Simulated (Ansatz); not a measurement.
**Ionic part of the dielectric constant of LiCl, mode by mode**

These are results of DFT PBE, scalar-relativistic, plane waves, PAW (Ansatz), not measurements. Settings: 420 eV plane-wave cutoff, Γ-centred 4×4×4 mesh, fixed occupations. No spin polarisation. Phonons by linear response, acoustic sum rule imposed.

Space group Pm-3n (No. 223), cubic, a = 6.782 Å. Li is surrounded by 4 Cl at 2.40 Å; Cl has 4 Li at 2.40 Å.

The cell was found from a structure generator's guess, not taken from experiment.

The primitive cell has V = 311.98 Å³ and ε∞,xx = 2.119. Each polar mode adds Δε = (4.92064×10⁷/V)·S/ν² along x, with S its oscillator strength in e²/amu, ν in cm⁻¹ and V in Å³.

Question: From these modes, find each Δε and ε0,xx.
| ν (cm⁻¹) | S_xx (e²/amu) |
| --- | --- |
| 81.09 | 0.00261 |
| 278.13 | 0.4095 |
| 327.69 | 0.6251 |

Answer:
| ν (cm⁻¹) | Δε |
| --- | --- |
| 81.09 | 0.06 |
| 278.13 | 0.83 |
| 327.69 | 0.92 |

The sum is 1.81, so ε0,xx = 3.93; the run's tensor has 3.93.

Question: Where do the longitudinal modes lie for a wave vector along x?

Answer: At 81.72, 294.50, 418.46 cm⁻¹. The Lyddane–Sachs–Teller product Π(ν_LO/ν_TO)² = 1.86 agrees with ε0/ε∞ = 1.86.
